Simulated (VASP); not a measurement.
# CoPtO2 (R-3m) in VASP: single point with PBE

Aim: the single point of CoPtO2 with PBE.

Program: VASP 6.6.1. These are calculated values, not measurements. Logs are shortened: lines on timing, memory, paths and dates and some standing lists are left out, and cuts for length are marked.

## 1. The structure

The structure is trigonal, space group R-3m (No. 166). The conventional cell has a = 2.855 Å, b = 2.855 Å, c = 17.883 Å, α = 90.00°, β = 90.00°, γ = 120.00°. Co (site symmetry -3m) is surrounded by 6 O at 1.91 Å. Around Pt (site symmetry -3m) lie 2 O at 2.01 Å. Around O (site symmetry 3m) lie 3 Co at 1.91 Å and 1 Pt at 2.01 Å.

The cell is a database's computed one.

## 2. Single point, PBE

INCAR reads:

```
  ALGO = Fast
  EDIFF = 1E-6
  ENCUT = 520
  GGA = PE
  ISIF = 2
  ISMEAR = 0
  LASPH = True
  LCHARG = False
  LREAL = False
  LWAVE = False
  NBANDS = 24
  NELM = 100
  PREC = Accurate
  SIGMA = 0.1
```

KPOINTS reads:

```
k-points
0
Gamma
  18 18 18
```

POSCAR reads:

```
CoPtO2
1.0
    1.4273949814      0.8241068767      5.9610846545
   -1.4273949814      0.8241068767      5.9610846545
    0.0000000000     -1.6482137535      5.9610846545
Co Pt O
1 1 2
Direct
    0.5000000000      0.5000000000      0.5000000000
    0.0000000000      0.0000000000      0.0000000000
    0.8876528271      0.8876528271      0.8876528271
    0.1123471729      0.1123471729      0.1123471729
```

Potentials or basis: VASP PAW PBE potentials, release 64 (Co, Pt, O).

The run is started by

```
$ cat potpaw_PBE.64/Co/POTCAR potpaw_PBE.64/Pt/POTCAR potpaw_PBE.64/O/POTCAR > POTCAR
$ mpirun -np 1 vasp_std > vasp.out
```

OUTCAR:

```text
EDIFF = 1E-6
   ENCUT = 520
   GGA = PE
   ISIF = 2
   ISMEAR = 0
   LASPH = True
   LREAL = False
   NELM = 100
   PREC = Accurate

 ion  position               nearest neighbor table
   1  0.500  0.500  0.500-   4 1.91   3 1.91   4 1.91   4 1.91   3 1.91   3 1.91
   2  0.000  0.000  0.000-   3 2.01   4 2.01
   3  0.888  0.888  0.888-   1 1.91   1 1.91   1 1.91   2 2.01
   4  0.112  0.112  0.112-   1 1.91   1 1.91   1 1.91   2 2.01

  LATTYP: Found a trigonal (rhomboedric) cell.
 ALAT       =     6.1847505071
 COS(alpha) =     0.8934695021

  Lattice vectors:

 A1 = (   1.4273949814,   0.8241068767,   5.9610846545)
 A2 = (  -1.4273949814,   0.8241068767,   5.9610846545)
 A3 = (   0.0000000000,  -1.6482137535,   5.9610846545)

Analysis of symmetry for initial positions (statically):
=====================================================================
 Subroutine PRICEL returns:
 Original cell was already a primitive cell.

 Routine SETGRP: Setting up the symmetry group for a
 trigonal (rhombohedral) supercell.

 Subroutine GETGRP returns: Found 12 space group operations
 (whereof 12 operations were pure point group operations)
 out of a pool of 12 trial point group operations.

The static configuration has the point symmetry D_3d.

Analysis of symmetry for dynamics (positions and initial velocities):
=====================================================================
 Subroutine PRICEL returns:
 Original cell was already a primitive cell.

 Routine SETGRP: Setting up the symmetry group for a
 trigonal (rhombohedral) supercell.

 Subroutine GETGRP returns: Found 12 space group operations
 (whereof 12 operations were pure point group operations)
 out of a pool of 12 trial point group operations.

The dynamic configuration has the point symmetry D_3d.

 Subroutine INISYM returns: Found 12 space group operations
 (whereof 12 operations are pure point group operations),
 and found     1 'primitive' translations

----------------------------------------------------------------------------------------

                                     Primitive cell

  volume of cell :      42.0731

  direct lattice vectors                    reciprocal lattice vectors
     1.427394981  0.824106877  5.961084654     0.350288467  0.202239141  0.055918235
    -1.427394981  0.824106877  5.961084654    -0.350288467  0.202239141  0.055918235
     0.000000000 -1.648213754  5.961084654     0.000000000 -0.404478282  0.055918235

  length of vectors
     6.184750507  6.184750507  6.184750507     0.408325274  0.408325274  0.408325274

  position of ions in fractional coordinates (direct lattice)
     0.500000000  0.500000000  0.500000000
     0.000000000  0.000000000  0.000000000
     0.887652827  0.887652827  0.887652827
     0.112347173  0.112347173  0.112347173

  ion indices of the primitive-cell ions
   primitive index   ion index
                 1           1
                 2           2
                 3           3
                 4           4

----------------------------------------------------------------------------------------

 KPOINTS: k-points

Automatic generation of k-mesh.
 Grid dimensions read from file:
 generate k-points for:   18   18   18

 Generating k-lattice:

  Cartesian coordinates                     Fractional coordinates (reciprocal lattice)
     0.019460470  0.011235508  0.003106569     0.055555556  0.000000000 -0.000000000
    -0.019460470  0.011235508  0.003106569     0.000000000  0.055555556 -0.000000000
     0.000000000 -0.022471016  0.003106569    -0.000000000 -0.000000000  0.055555556

  Length of vectors
     0.022684737  0.022684737  0.022684737

  Shift w.r.t. Gamma in fractional coordinates (k-lattice)
     0.000000000  0.000000000  0.000000000

 Subroutine IBZKPT returns following result:
 ===========================================

 Found    580 irreducible k-points:

 Following reciprocal coordinates:
            Coordinates               Weight
  0.000000  0.000000  0.000000      1.000000
  0.055556  0.000000  0.000000      6.000000
  0.111111  0.000000  0.000000      6.000000
  0.166667  0.000000  0.000000      6.000000
  0.222222  0.000000  0.000000      6.000000
  0.277778  0.000000  0.000000      6.000000
[... 16 lines left out ...]
 -0.277778  0.055556 -0.000000     12.000000
 -0.222222  0.055556 -0.000000     12.000000
 [... further k-points ...]
   k-points           NKPTS =    580   k-points in BZ     NKDIM =    580   number of bands    NBANDS=     24
   number of dos      NEDOS =    301   number of ions     NIONS =      4
   total plane-waves  NPLWV = 110592
   dimension x,y,z NGX =    48 NGY =   48 NGZ =   48
   dimension x,y,z NGXF=    96 NGYF=   96 NGZF=   96
   ions per type =               1   1   2
   NGX,Y,Z   is equivalent  to a cutoff of  12.90, 12.90, 12.90 a.u.
   NGXF,Y,Z  is equivalent  to a cutoff of  25.80, 25.80, 25.80 a.u.
 SYSTEM =  unknown system
   PREC   = accura    normal or accurate (medium, high low for compatibility)
   ISTART =      0    job   : 0-new  1-cont  2-samecut
   ICHARG =      2    charge: 1-file 2-atom 10-const
   ISPIN  =      1    spin polarized calculation?
   LNONCOLLINEAR =      F non collinear calculations
   LSORBIT =      F    spin-orbit coupling
   LASPH  =      T    aspherical Exc in radial PAW
   ENCUT  =  520.0 eV  38.22 Ry    6.18 a.u.  11.50 11.50 11.50*2*pi/ulx,y,z
   NELM   =    100;   NELMIN=  2; NELMDL= -5     # of ELM steps
   EDIFF  = 0.1E-05   stopping-criterion for ELM
   LREAL  =      F    real-space projection
   EDIFFG = 0.1E-04   stopping-criterion for IOM
   NSW    =      0    number of steps for IOM
   IBRION =     -1    ionic relax: 0-MD 1-quasi-New 2-CG
   NFREE  =      0    steps in history (QN), initial steepest desc. (CG)
   ISIF   =      2    stress and relaxation
   ISYM   =      2    0-nonsym 1-usesym 2-fastsym
   POTIM  = 0.5000    time-step for ionic-motion
   TEBEG  =    0.0;   TEEND  =   0.0 temperature during run
   PSTRESS=    0.0 pullay stress
   NELECT =      31.0000    total number of electrons
   NUPDOWN=      -1.0000    fix difference up-down
   EMIN   =  10.00;   EMAX   =-10.00  energy-range for DOS
   EFERMI =   0.00;   METHOD = LEGACY
   ISMEAR =     0;   SIGMA  =   0.10  broadening in eV -4-tet -1-fermi 0-gaus
   EFERMI_NEDOS =   21; number of points for ismear=-14 and -15
   IALGO  =     68    algorithm
   IMIX   =      4    mixing-type and parameters
     AMIX     =   0.40;   BMIX     =  1.00
     AMIX_MAG =   1.60;   BMIX_MAG =  1.00
  volume/ion in A,a.u.               =      10.52        70.98
  Fermi-wavevector in a.u.,A,eV,Ry     =   1.478634  2.794213 29.747208  2.186358
  Thomas-Fermi vector in A             =   2.592891
   LORBIT       =      0    0 simple, 1 ext, 2 COOP (PROOUT), +10 PAW based schemes
   GGA     = PE    functional components
   LHFCALC =     F    Hartree Fock is set to
   AEXX    =    0.0000 exact exchange contribution
   IVDW    =     0    specifies the selected vdW correction
   LEPSILON=     F    determine dielectric tensor
   LRPA    =     F    only Hartree local field effects (RPA)
 non-spin polarized calculation
 RMM-DIIS sequential band-by-band and
 Gauss-broadening in eV      SIGMA  =   0.10
  energy-cutoff  :      520.00
  volume of cell :       42.07
 maximum number of plane-waves:      1150
 NGX is ok and might be reduce to    48
   NGX = 23   NGY = 23   NGZ = 23

 number of electron      30.9999998 magnetization

 Free energy of the ion-electron system (eV)
  ---------------------------------------------------
  ext. energy  EPLUGINS =         0.00000000
  ---------------------------------------------------
  free energy    TOTEN  =       -26.45567404 eV

  energy without entropy =      -26.45204533  energy(sigma->0) =      -26.45385968

 E-fermi :   8.3001     XC(G=0): -12.5364

 val. band max:        8.2628821738   @ k =  -0.3333   0.5000   0.2778
 cond. band min:       8.3528586268   @ k =  -0.3333  -0.3333   0.1667
 fundamental gap:      0.0899764530
 Fermi energy:         8.3000805295

 k-point     1 :       0.0000    0.0000    0.0000
  band No.  band energies     occupation
      1     -13.0479      2.00000
      2     -11.2070      2.00000
      3      -1.0852      2.00000
      4       1.5453      2.00000
      5       1.9607      2.00000
      6       1.9607      2.00000
[... 16 lines left out ...]
     23      24.0002      0.00000
     24      25.5128      0.00000

 k-point     2 :       0.0556    0.0000    0.0000
  band No.  band energies     occupation
      1     -13.0136      2.00000
      2     -11.2043      2.00000
      3      -1.0402      2.00000
      4       1.6307      2.00000
      5       1.8532      2.00000
      6       1.9775      2.00000
[... 16 lines left out ...]
     23      24.0712      0.00000
     24      25.1060      0.00000

 k-point     3 :       0.1111    0.0000    0.0000
  band No.  band energies     occupation
      1     -12.9131      2.00000
      2     -11.1966      2.00000
      3      -0.9112      2.00000
      4       1.5992      2.00000
      5       1.8731      2.00000
      6       2.0261      2.00000
[... 16 lines left out ...]
     23      24.0839      0.00000
     24      24.2303      0.00000
[... 514 lines left out ...]
 k-point    23 :      -0.2778    0.0556   -0.0000
  band No.  band energies     occupation
      1     -12.1870      2.00000
      2     -11.1632      2.00000
      3      -0.1298      2.00000
      4       0.7236      2.00000
      5       1.9095      2.00000
      6       2.3382      2.00000
[... 16 lines left out ...]
     23      21.4866      0.00000
     24      23.1856      0.00000

 k-point    24 :      -0.2222    0.0556   -0.0000
  band No.  band energies     occupation
      1     -12.4228      2.00000
      2     -11.1622      2.00000
      3      -0.3622      2.00000
      4       0.9195      2.00000
      5       2.1457      2.00000
      6       2.3561      2.00000
[... 16 lines left out ...]
     23      21.9551      0.00000
     24      22.4971      0.00000

 [... further k-points ...]

------------------------ aborting loop because EDIFF is reached ----------------------------------------

  FORCE on cell =-STRESS in cart. coord.  units (eV):
  Direction    XX          YY          ZZ          XY          YZ          ZX
  --------------------------------------------------------------------------------------
  -------------------------------------------------------------------------------------
  Total       -0.0139275     -0.0139275      0.0946888      0.0000000     -0.0000000      0.0000000
  in kB       -0.5303712     -0.5303712      3.6058260      0.0000000     -0.0000000      0.0000000
  external PRESSURE =       0.8483612 kB  Pullay stress =       0.0000000 kB

 VOLUME and BASIS-vectors are now :
 -----------------------------------------------------------------------------
  energy-cutoff  :      520.00
  volume of cell :       42.07
      direct lattice vectors                 reciprocal lattice vectors
     1.427394981  0.824106877  5.961084654     0.350288467  0.202239141  0.055918235
    -1.427394981  0.824106877  5.961084654    -0.350288467  0.202239141  0.055918235
     0.000000000 -1.648213754  5.961084654     0.000000000 -0.404478282  0.055918235

 POSITION                                       TOTAL-FORCE (eV/Angst)
 -----------------------------------------------------------------------------------
      0.00000     -0.00000      8.94163        -0.000000     -0.000000      0.000000
      0.00000      0.00000      0.00000         0.000000      0.000000      0.000000
      0.00000     -0.00000     15.87412         0.000000     -0.000000      0.018878
      0.00000     -0.00000      2.00913         0.000000      0.000000     -0.018878
 -----------------------------------------------------------------------------------
    total drift:                               -0.000000     -0.000000      0.000000

  FREE ENERGIE OF THE ION-ELECTRON SYSTEM (eV)
  ---------------------------------------------------
  free  energy   TOTEN  =       -26.4556740390 eV

  energy  without entropy=      -26.4520453307  energy(sigma->0) =      -26.45385968
```

It took 33 min on 1 thread of AMD EPYC 9R45 (Zen 5), shared host; peak memory 0.78 GiB.

Results:

```yaml
Free_energy: -26.4557 eV
Pressure: 0.1 GPa
Largest_force: 0.019 eV/Å
Band_gap_on_the_k_mesh: none (metal or under the smearing width)
```

Forces in eV/Å, atoms in the order of the input:
```
Co   0.000  0.000  0.000
Pt   0.000  0.000  0.000
O    0.000  0.000  0.019
O    0.000  0.000 -0.019
```

Caveat: an odd number of electrons without spin polarisation forces a metal; a magnetic or distorted state may lie lower; the run has no spin polarisation, though such a crystal can be magnetic; semilocal functionals often make such compounds metallic where correlation or magnetic order opens a gap, which also shifts bond lengths. The run has no spin-orbit coupling, so splittings on Pt are missing.
